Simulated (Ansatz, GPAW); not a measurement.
**MnS: programs and potentials compared**

```
Mn S
1.0
     0.00000    2.60450    2.60450
     2.60450    0.00000    2.60450
     2.60450    2.60450    0.00000
Mn S
1 1
Cartesian
  0.0000 0.0000 0.0000
  2.6045 2.6045 2.6045
```

Alike in all runs: task single point; functional PBE; k mesh 9 × 9 × 9; occupations gaussian, width 0.016 eV; collinear spin, ferromagnetic start; no spin-orbit coupling. The measured crystal is an antiferromagnetic insulator; the state found here is the runs' own. Pressure is positive in compression and, in plane waves, holds the error of the finite cutoff, which Ansatz's Pulay term estimates and takes out.

| program and potentials | plane-wave cutoff (eV) | notes | pressure (GPa) | net moment per atom (μB) |
| --- | --- | --- | --- | --- |
| Ansatz, Ansatz PAW | 420 | Pulay term of +0.04 GPa included | -2.84 | 2.36 |
| GPAW, GPAW PAW data sets (gpaw-data 1.2.1) | 600 | - | -2.81 | 2.36 |
| Ansatz, all-electron LAPW, scalar-relativistic | - | - | -2.83 | 2.36 |

The pressure spans -2.84 (Ansatz, Ansatz PAW) to -2.81 GPa (GPAW, GPAW PAW data sets (gpaw-data 1.2.1)), with all-electron results at -2.83. All agree on the net moment per atom. The state is the one that the start led to, which needn't be the lowest.

Differences between rows come from potentials, basis sets and numerical settings, since the functional is the same but for its coding. Runs on potential files found faulty are left out.
